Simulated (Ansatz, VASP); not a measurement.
# One calculation of P, two programs

```
P
1.0
     2.56280    0.00000    0.00000
     0.00000    2.56280    0.00000
     0.00000    0.00000    2.56280
P
1
Direct
  0.00000 0.00000 0.00000
```

Alike in both runs: task single point; functional BLYP; k mesh 14 × 14 × 14; occupations fermi-dirac, width 0.1 eV; no spin polarisation.

|  | VASP | Ansatz |
| --- | --- | --- |
| version | VASP 6.6.1 | Ansatz 0.2.0 |
| potentials or method | VASP PAW PBE potentials, release 64 (P) | plane waves (420 eV) with PAW, scalar-relativistic |
| plane-wave cutoff (eV) | 520 | 420 |
| valence electrons in the cell | 5 | 5 |

|  | VASP | Ansatz | Ansatz less VASP |
| --- | --- | --- | --- |
| pressure (GPa) | -3.1 | -3.3 | -0.13 |

With one functional, cell and mesh, what is left measures potentials, basis and numerics.

Caveats: the PAW data sets were made with another functional, which shifts forces and pressure a little (VASP).
